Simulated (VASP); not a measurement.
**NaCl: equation of state with PBEsol**

Crystal: NaCl.

```xyz
2
Lattice="0.0000 2.7941 2.7941 2.7941 0.0000 2.7941 2.7941 2.7941 0.0000" Properties=species:S:1:pos:R:3 pbc="T T T"
Cl    2.7941    2.7941    2.7941
Na    0.0000    0.0000    0.0000
```

The cell is a database's computed one.

```json
{
 "Program": "VASP 6.6.1",
 "Task": "equation of state",
 "Functional": "PBEsol",
 "Potentials or basis": "VASP PAW PBE potentials, release 64 (Cl, Na_pv)",
 "Cutoff": "520 eV",
 "k mesh": "8 × 8 × 8",
 "Occupations": "fermi-dirac, width 0.05 eV",
 "Spin": "no spin polarisation",
 "Ladder": "free",
 "Further INCAR settings": "ALGO = Normal; EDIFF = 1e-07; NBANDS = 14"
}
```

- Equilibrium volume: 22.03 Å³/atom
- Bulk modulus: 26 GPa
- Pressure derivative of the bulk modulus: 4.7

Energy against volume, from the lowest point:
```csv
volume (Å³/atom),energy (meV/atom)
20.504,9.64
20.940,4.64
21.376,1.49
21.813,0.01
22.249,0.00
22.685,1.30
23.121,3.80
```

All runs of the series together: 83 s on 1 thread of AMD EPYC 9R45 96-Core Processor (Zen 5), on a shared host.

Caveat: the PAW data sets were made with another functional, which shifts forces and pressure a little.
